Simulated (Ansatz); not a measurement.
A InAs cell: a random packing of atoms, relaxed.

```xyz
8
Lattice="5.7775 0.4970 0.1384 0.4598 6.0388 1.3711 0.1784 1.3799 6.1651" Properties=species:S:1:pos:R:3 pbc="T T T"
In    4.0969    6.9543    6.9933
In    3.8927    2.6633    2.7014
In    4.1736    3.9840    5.7304
In    1.2269    4.9039    6.1262
As    1.0316    2.6913    2.8902
As    4.3061    5.9276    3.6532
As    0.8612    1.7280    5.3476
As    0.9462    5.1497    3.2431
```

Level of theory: Ansatz, DFT PBE, scalar-relativistic, plane waves, PAW.

Settings: cutoff 420 eV, Γ-centred mesh 6×6×6 on the computed 8-atom cell, Gaussian smearing of 0.10 eV; no spin polarisation.

**Question.** Describe its local order.

**Answer.** Counting as bonded all pairs within 1.2 times the summed covalent radii:

```tsv
atom → neighbour	mean count	mean length (Å)	spread (Å)
As → As	1.50	2.53	0.09
As → In	2.50	2.92	0.07
In → As	2.50	2.92	0.07
In → In	3.50	3.21	0.09
```

Angles between all pairs of such bonds at an atom (mean ± spread): 106 ± 26° at As, 103 ± 31° at In.

**Question.** Does it have a gap?

**Answer.** It has no gap on the mesh. Levels at Γ next to the Fermi level (eV from it): -2.56, -2.18, -1.92, -1.53, -1.01, -0.83, 0.92, 1.45, 1.99, 2.67, 3.02, 3.83. It lies 0.04 eV/atom above the elements' standard states (static lattices, no corrections for gases).

The final mesh leaves forces up to 0.11 eV/Å and stresses up to 0.4 GPa: the relaxation ran on a coarser mesh, so the cell's shape, its bonds and its energy belong partly to that mesh.

Cost: 2 runs of about 11 core-minutes in all (earlier runs that led there not counted), on Intel Xeon Processor @ 2.70GHz (shared hosts).